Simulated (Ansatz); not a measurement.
Crystal: MoP.

```
CELL_PARAMETERS angstrom
3.22300 0.00000 0.00000
-1.61150 2.79120 0.00000
0.00000 0.00000 3.19100
ATOMIC_POSITIONS crystal
Mo 0.00000 0.00000 0.00000
P 0.33333 0.66667 0.50000
```

Base run:

- Program: Ansatz 0.2.0
- Functional: BLYP
- Potentials or basis: all-electron LAPW, scalar-relativistic
- Cutoff: 253 eV (chosen from the basis error)
- Basis error allowed: 0.001 eV/atom
- k mesh: 10 × 10 × 8
- Occupations: fermi-dirac, width 0.05 eV
- Spin: no spin polarisation

Its results: pressure 13.5 GPa.

Question: After a change of settings the same cell gave: pressure 5.5 GPa. Which change was it?
A. functional from BLYP to RPBE; occupations from fermi-dirac, width 0.05 eV to gaussian, width 0.1 eV
B. functional from BLYP to PBEsol
C. functional from BLYP to LDA
D. functional from BLYP to PBE; occupations from fermi-dirac, width 0.05 eV to gaussian, width 0.025 eV

Answer: A.
